**Q:** I have PBE levels for strontium oxide at seven points of its Brillouin zone. How do I read the rows?

Kohn–Sham levels of rock-salt SrO (two-atom primitive cell), calculated with SIRIUS 7.12.0 using PBE and all-electron FP-LAPW, without spin polarisation or spin–orbit coupling, on a 9×9×9 k mesh with Fermi–Dirac smearing of 0.05 eV. The third coordinate of every point, c, is 0, and energies are counted from the valence top.

```
point a (reciprocal cell vector)  point b (reciprocal cell vector)  level point (row)  level under 4 (eV)  level under 3 (eV)  level under 2 (eV)  level under 1 (eV)  level over 1 (eV)  level over 2 (eV)
                          0.0000                            0.0000                  1             -13.913               0.000               0.000               0.000              4.060              6.281
                          0.1111                            0.0000                  2             -13.659              -0.364              -0.155              -0.155              4.623              6.144
                          0.2222                            0.0000                  3             -13.254              -1.085              -0.515              -0.515              5.876              6.078
                          0.4444                            0.0000                  4             -12.775              -2.102              -1.091              -1.091              6.566              8.333
                          0.2222                            0.1111                  5             -13.335              -1.117              -0.312              -0.233              5.426              5.566
                         -0.2222                            0.2222                  6             -13.023              -1.647              -0.991              -0.366              6.009              6.928
                         -0.4444                            0.4444                  7             -14.031              -0.406              -0.299              -0.191              3.658              8.149
```

**A:** Each row belongs to one wave vector, shared by all the electron waves whose levels stand in it. "Point a" and "point b" fix how the phase of these waves changes from ion to ion. Level point 1 is the zone centre Γ, where all ions are in step. Level point 4 lies close to the zone-boundary point L, and level point 7 close to another one, X. "Level under 1" is the highest filled level at that point and "level over 1" the lowest empty one, both counted from the top of the filled levels at Γ.

**Q:** From Γ towards L the filled and empty levels move apart. Why?

**A:** The three upper filled levels are mainly oxygen 2p, and the lowest empty ones mainly strontium 5s and 4d. When two levels mix, the lower is pushed down and the upper is pushed up. Whether they can mix depends on the phase.

An oxygen p orbital has a positive lobe on one side and a negative lobe on the other. At Γ the strontium s orbitals on the two sides carry the same sign, so their overlaps with the lobes cancel. At L they carry opposite signs and the overlaps add. The 4d orbitals follow the same rule, because they too look the same after inversion through their own ion.

The numbers show the separation: the distance from highest filled to lowest empty level grows from 4.06 eV at Γ to 7.66 eV at level point 4. That mixing drives it is an inference: symmetry tells where mixing is allowed, not how strong it is. Part of the climb of the empty level would come from overlap between strontium ions alone.

**Q:** Then I'd expect the levels to be even further apart at level point 7, which is farther from Γ.

**A:** They are closer together than at Γ: 3.85 eV. For the mixing, distance from Γ is the wrong measure; the phase difference between opposite strontium neighbours is the right one.

Take the phase step from an oxygen to the next strontium along each cube axis. Its size is 180° × |a − b| for two axes and 180° × |a + b| for the third. Level point 4 has 80° on all three, close to the 90° of L, where opposite neighbours have opposite signs. Level point 7 has 160°, 160° and 0°. At X itself the steps are 180°, 180° and 0°, and a half turn forward and a half turn back end at the same phase. The two neighbours are in step again, as at Γ, and the mixing is gone. The gap is even narrower than at Γ because the lowest empty level lies 0.4 eV lower, and near X it is probably a 4d level instead of 5s.

**Q:** Is there a simpler system in which I can picture this?

**A:** Think of a straight chain in which ions with an s orbital alternate with ions with a p orbital. Mixing is absent at the zone centre and grows up to the zone edge, where the phase step is 90°. That is the path from Γ to L. The chain has no counterpart of X, because its zone ends there; in the crystal, two axes can go on to a half turn while the third stays at zero.

**Q:** Can I rank the other points without a band-structure calculation?

**A:** For nearest neighbours, the squared coupling along an axis grows as sin² of the phase step, so add the three sin² values. Level point 4 gets 3 × 0.97 = 2.91, and level point 7 gets 2 × 0.117 = 0.23. This weight contains no energies, so it ranks points but gives no shifts in eV.

Compare it with how far the three upper filled levels sink on average below their position at Γ. The order agrees except for one exchanged pair: level point 7 sinks slightly more than level point 2, although its weight is smaller. Direct hopping between oxygen ions lowers the average near X and may be the reason, but that is a guess.

**Q:** Could oxygen–oxygen hopping explain the whole pattern?

**A:** It can be tested with one estimate. Each oxygen has 12 nearest oxygen neighbours. With hopping among them alone, the average p level follows the sum of their phase factors, each +1 or −1 at these special points. The sum is 12 at Γ, 6 − 6 = 0 at L and 4 − 8 = −4 at X. The average should therefore sink 16/12, or about 1.3 times, as far at X as at L.

At level points 7 and 4, which lie just short of X and L, the same sum gives 1.4. The calculation gives 0.30 eV against 1.43 eV, a ratio of only 0.2. So hopping between nearest oxygen ions is not enough, though this verdict rests on level point 7 alone. Mixing with strontium orbitals is the likely missing part. Filled strontium 4p can also take part, by pushing the oxygen levels up at Γ and X but not at L. The energies don't separate that push from the mixing with 5s and 4d.

**Q:** Why do the three filled levels split so differently?

**A:** Towards L all three axes have the same phase step. Symmetry then keeps two p combinations, those across the direction of travel, at equal energy. The third, along that direction, is the only one that can mix with strontium 5s, which helps to put it lowest. The pair can still mix with 4d levels, which would push it down too.

At level point 6 the steps are 80°, 80° and 0°. The axes are no longer equivalent, so the pair splits and the mixing acts unevenly. One level stays at −0.37 eV while another drops to −1.65 eV, the widest spread in the table, although the average sinks less than at level point 4.

**Q:** And the second empty level, which dips and then jumps?

**A:** The columns rank levels by energy; they don't follow one orbital. From Γ towards L the lowest empty level climbs until, at level point 3, it is only 0.2 eV below the second. The likely reading is a steep 5s level running into a flatter 4d level. Beyond that the two trade ranks, so the second rank can jump with the climbing 5s level, as at level point 4. Near X the lowest empty level is probably a 4d level, held down by bonding between strontium ions and not pushed up by oxygen 2p.

**Q:** May I take the 3.66 eV of the lowest empty level near X as the band gap?

**A:** No. The full mesh of the same calculation gives a smaller gap, 3.38 eV, and X itself lies between mesh points, so the true minimum may be lower still. The smallest direct gap on that mesh is only 0.08 eV larger, too close to decide whether the gap is direct. PBE also tends to make the gaps of such oxides too small. Use these levels to see where in the zone the gap is narrow, and take its size from a measurement.
